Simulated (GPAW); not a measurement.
Set up this calculation in GPAW 26.7.0, as an ASE script.

```yaml
Task: relaxation of cell and atoms
Functional: PBE
Potentials_or_basis: GPAW PAW data sets (gpaw-data 1.2.1)
Cutoff: 600 eV
Basis: pw
k_mesh: 7 × 7 × 7
Occupations: fermi-dirac, width 0.05 eV
Spin: no spin polarisation
Maxiter: 150
Optimizer: FIRE
Fmax: 0.02 eV/Å
Max_steps: 40
Convergence: density=1e-06 energy=1e-06 eigenstates=1e-10
```

Crystal: Sn.

```
Sn
1.0
    -2.94014    2.94014    1.59930
     2.94014   -2.94014    1.59930
     2.94014    2.94014   -1.59930
Sn
2
Direct
  0.00000 0.00000 0.00000
  0.75000 0.25000 0.50000
```

One way to write it, as run:

run.py

```python
from ase import Atoms
from ase.filters import FrechetCellFilter
from ase.io import write
from ase.optimize import FIRE
from gpaw import GPAW, PW

atoms = Atoms(['Sn', 'Sn'],
              cell=[[-2.9401404553, 2.9401404553, 1.5993019889],
                    [2.9401404553, -2.9401404553, 1.5993019889],
                    [2.9401404553, 2.9401404553, -1.5993019889]],
              scaled_positions=[[0.0, 0.0, 0.0],
                                [0.75, 0.25, 0.5]],
              pbc=True)

calc = GPAW(mode=PW(600),
            xc='PBE',
            kpts={'size': (7, 7, 7), 'gamma': True},
            occupations={'name': 'fermi-dirac', 'width': 0.05},
            nbands=24,
            convergence={'density': 1e-06, 'energy': 1e-06, 'eigenstates': 1e-10},
            maxiter=150,
            txt='gpaw.txt')
atoms.calc = calc
opt = FIRE(FrechetCellFilter(atoms), trajectory='relax.traj', logfile='-')
done = opt.run(fmax=0.02, steps=40)
calc.write('gs.gpw')
write('result.traj', atoms)
print('Converged:', done)
print('Cell:', atoms.cell.cellpar().round(4))
print('Volume:', round(atoms.get_volume(), 4))
print(atoms.get_scaled_positions().round(5))
```

Potentials or basis: GPAW PAW data sets (gpaw-data 1.2.1), pw.

Command:

```bash
$ OMP_NUM_THREADS=1 python run.py
```

It gave:

```json
{"Relaxed volume": "28.19 Å³/atom", "Relaxed cell": "a = 4.474 Å, b = 4.474 Å, c = 4.474 Å, α = 97.54°, β = 97.54°, γ = 137.53°", "Space group after relaxing (to 0.05 Å)": "I4_1/amd (No. 141)", "Energy gained by relaxing": "2.0 meV/atom", "Ionic steps": "14", "Pressure after relaxing": "0.0 GPa", "Band gap on the k mesh": "none (metal or under the smearing width)"}
```

Caveat: later steps reuse the first step's grids.

It took 8.5 min on 1 thread of Arm Neoverse V1 (shared host), peak memory 0.24 GiB.
